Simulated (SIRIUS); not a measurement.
# KBr in SIRIUS: convergence with density cutoff

Input of the first run (density cutoff 2666.7 eV); the others differ in this setting and in those tied to it:

Contents of sirius.json:

```json
{
  "control": {
    "processing_unit": "cpu",
    "verbosity": 2,
    "num_bands_to_print": 15,
    "print_forces": true,
    "print_stress": true
  },
  "parameters": {
    "electronic_structure_method": "pseudopotential",
    "xc_functionals": ["XC_GGA_X_PBE", "XC_GGA_C_PBE"],
    "gk_cutoff": 6.4,
    "pw_cutoff": 14.0,
    "ngridk": [7, 7, 7],
    "shiftk": [0, 0, 0],
    "smearing": "fermi_dirac",
    "smearing_width": 0.0018374661,
    "num_bands": 15,
    "num_mag_dims": 0,
    "num_dft_iter": 100,
    "energy_tol": 1e-08,
    "density_tol": 1e-06
  },
  "iterative_solver": {
    "type": "davidson",
    "min_tolerance": 1e-10
  },
  "mixer": {
    "type": "anderson",
    "beta": 0.7,
    "max_history": 8
  },
  "settings": {
    "tol_ne": 1e-10
  },
  "unit_cell": {
    "lattice_vectors": [
      [0.0, 6.236096211265, 6.236096211265],
      [6.236096211265, 0.0, 6.236096211265],
      [6.236096211265, 6.236096211265, 0.0]
    ],
    "atom_coordinate_units": "lattice",
    "atom_types": ["Br", "K"],
    "atom_files": {
      "K": "K.json",
      "Br": "Br.json"
    },
    "atoms": {
      "Br": [
        [0.5, 0.5, 0.5]
      ],
      "K": [
        [0.0, 0.0, 0.0]
      ]
    }
  }
}
```

Potentials or basis: JTH 2.0 PBE (PAW).

The run is started by

```bash
$ upf_to_json K.GGA_PBE-JTH.UPF
$ upf_to_json Br.GGA_PBE-JTH.UPF
$ OMP_NUM_THREADS=1 sirius.scf --input=sirius.json --output=out.json --task=0
```

Hardware: 1 thread of Intel(R) Xeon(R) Platinum 8488C (Sapphire Rapids) (shared host).

Question: The values tried are 2666.7 eV, 3483.1 eV, 4408.2 eV, 5442.3 eV, 7197.4 eV, 9197.4 eV, 12245.1 eV, loosest first. From which on does the energy stay within 1 meV/atom of the tightest run that finished?

Answer: From 4408.2 eV on.

```csv
density cutoff,"energy less the tightest run, at zero smearing (meV/atom)",pressure (GPa),SCF cycles,CPU time (s),peak memory (GiB)
2666.7 eV,-3.44,0.85,25,27,0.21
3483.1 eV,-1.40,0.74,25,27,0.24
4408.2 eV,-0.15,0.74,25,30,0.29
5442.3 eV,0.06,0.76,25,31,0.35
7197.4 eV,-0.03,0.75,26,36,0.47
9197.4 eV,-0.08,0.76,26,41,0.54
12245.1 eV,0.00,0.76,25,50,0.77
```

Against the tightest run, the pressure stays within 0.1 GPa from 2666.7 eV on. The tightest run that finished is the yardstick and may itself not be fully converged.
